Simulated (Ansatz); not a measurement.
**Step by step: MoS2, relaxation of cell and atoms**

Method: Ansatz 0.2.0, DFT, PBE, PAW with Ansatz's default frozen-core files, scalar-relativistic.

Command: `ansatz run input.yaml --threads 1 --pin off --max-ram 3072MiB --backend cpu --events-out ev --progress --plain --runs-dir out` The run took 56 s on 1 thread of Intel(R) Xeon(R) Platinum 8259CL CPU @ 2.50GHz (Skylake/Cascade Lake) (shared host).

```yaml
crystal:
  lattice:
    - [3.3644899017, 0.0, 0.0]
    - [-1.6822449509, 2.9137337257, 0.0]
    - [0.0, 0.0, 5.3831838427]
  atoms:
    - { symbol: Mo, position: [0.0, 0.0, 0.0] }
    - { symbol: S, position: [0.3333333333, 0.6666666667, 0.25] }
    - { symbol: S, position: [0.6666666667, 0.3333333333, 0.75] }
kpoints:
  mp_grid: { grid: [11, 11, 6] }
scf:
  occupations: { method: fermi_dirac, width: 0.03 }
hamiltonian:
  xc: pbe
  pseudopotentials: { kind: paw }
output:
  forces: true
  stress: true
relax:
  f_tol: 0.005
  max_steps: 80
  cell: {}
```

The cell is built from the CdI2 type as a first guess.

The cutoff is 420 eV; energies and pressures of the walk include the program's estimate of the Pulay term.

Each frame lists the cell vectors (Å), then Cartesian positions (Å) and forces (eV/Å). Free energies count from the first step, -6761.5008 eV.

The walk took 14 evaluations in all; steps that aren't listed are left out.

Step 1: E = 0.0 meV, P = 10.26 GPa

```
cell 3.3645 0.0000 0.0000 -1.6822 2.9137 0.0000 0.0000 0.0000 5.3832
Mo    0.0000    0.0000    0.0000     0.000   0.000   0.000
S     0.0000    1.9425    1.3458     0.000   0.000   2.057
S     1.6822    0.9712    4.0374     0.000   0.000  -2.057
```

Step 2: E = -364.2 meV, P = -1.87 GPa

```
cell 3.2557 0.0000 0.0000 -1.6279 2.8195 0.0000 0.0000 0.0000 5.6453
Mo    0.0000    0.0000    0.0000     0.000   0.000   0.000
S     0.0000    1.8797    1.5692     0.000   0.000  -0.590
S     1.6279    0.9398    4.0760     0.000   0.000   0.590
```

Step 3: E = -435.2 meV, P = 0.24 GPa

```
cell 3.2350 0.0000 0.0000 -1.6175 2.8016 0.0000 0.0000 0.0000 5.9052
Mo    0.0000    0.0000    0.0000     0.000   0.000   0.000
S     0.0000    1.8678    1.5547     0.000   0.000  -0.060
S     1.6175    0.9339    4.3505     0.000   0.000   0.060
```

Step 4: E = -461.4 meV, P = 0.84 GPa

```
cell 3.2057 0.0000 0.0000 -1.6028 2.7762 0.0000 0.0000 0.0000 6.1683
Mo    0.0000    0.0000    0.0000     0.000   0.000   0.000
S     0.0000    1.8508    1.5684     0.000   0.000   0.050
S     1.6028    0.9254    4.5999     0.000   0.000  -0.050
```

Step 5: E = -468.5 meV, P = -0.10 GPa

```
cell 3.2030 0.0000 0.0000 -1.6015 2.7739 0.0000 0.0000 0.0000 6.3938
Mo    0.0000    0.0000    0.0000     0.000   0.000   0.000
S     0.0000    1.8492    1.5766     0.000   0.000  -0.002
S     1.6015    0.9246    4.8172     0.000   0.000   0.002
```

Step 6: E = -468.5 meV, P = 0.07 GPa

```
cell 3.1986 0.0000 0.0000 -1.5993 2.7700 0.0000 0.0000 0.0000 6.3999
Mo    0.0000    0.0000    0.0000     0.000   0.000   0.000
S     0.0000    1.8467    1.5785     0.000   0.000   0.003
S     1.5993    0.9233    4.8215     0.000   0.000  -0.003
```

Step 7: E = -468.5 meV, P = 0.00 GPa

```
cell 3.2002 0.0000 0.0000 -1.6001 2.7715 0.0000 0.0000 0.0000 6.3954
Mo    0.0000    0.0000    0.0000     0.000   0.000   0.000
S     0.0000    1.8476    1.5779     0.000   0.000  -0.002
S     1.6001    0.9238    4.8175     0.000   0.000   0.002
```

Step 8: E = -477.4 meV, P = 0.24 GPa (the cell of the step before, solved again on a basis chosen afresh, hence the jump)

```
cell 3.2002 0.0000 0.0000 -1.6001 2.7715 0.0000 0.0000 0.0000 6.3954
Mo    0.0000    0.0000    0.0000     0.000   0.000   0.000
S     0.0000    1.8476    1.5779     0.000   0.000  -0.004
S     1.6001    0.9238    4.8175     0.000   0.000   0.004
```

Step 9: E = -481.5 meV, P = 0.26 GPa

```
cell 3.1959 0.0000 0.0000 -1.5980 2.7677 0.0000 0.0000 0.0000 6.5334
Mo    0.0000    0.0000    0.0000     0.000   0.000   0.000
S     0.0000    1.8452    1.5804     0.000   0.000   0.013
S     1.5980    0.9226    4.9531     0.000   0.000  -0.013
```

Step 10: E = -483.7 meV, P = 0.00 GPa

```
cell 3.1944 0.0000 0.0000 -1.5972 2.7664 0.0000 0.0000 0.0000 6.6713
Mo    0.0000    0.0000    0.0000     0.000   0.000   0.000
S     0.0000    1.8443    1.5838     0.000   0.000  -0.013
S     1.5972    0.9221    5.0875     0.000   0.000   0.013
```

Step 11: E = -484.4 meV, P = 0.02 GPa

```
cell 3.1928 0.0000 0.0000 -1.5964 2.7651 0.0000 0.0000 0.0000 6.7714
Mo    0.0000    0.0000    0.0000     0.000   0.000   0.000
S     0.0000    1.8434    1.5845     0.000   0.000  -0.004
S     1.5964    0.9217    5.1869     0.000   0.000   0.004
```

Step 12: E = -484.6 meV, P = 0.06 GPa

```
cell 3.1919 0.0000 0.0000 -1.5959 2.7643 0.0000 0.0000 0.0000 6.8630
Mo    0.0000    0.0000    0.0000     0.000   0.000   0.000
S     0.0000    1.8428    1.5845     0.000   0.000   0.007
S     1.5959    0.9214    5.2785     0.000   0.000  -0.007
```

(1) How does the relaxation end?

Answers

(1) It converges, with a = 3.192 Å, b = 3.192 Å, c = 6.884 Å, α = 90.00°, β = 90.00°, γ = 120.00° (conventional cell, space group P-3m1). The last solve (on a basis chosen afresh for the final cell, so its energy is not quite comparable) gives E = -485.2 meV, P = 0.01 GPa:
```
cell 3.1920 0.0000 0.0000 -1.5960 2.7644 0.0000 0.0000 0.0000 6.8837
Mo    0.0000    0.0000    0.0000     0.000   0.000   0.000
S     0.0000    1.8429    1.5849     0.000   0.000   0.001
S     1.5960    0.9215    5.2987     0.000   0.000  -0.001
```
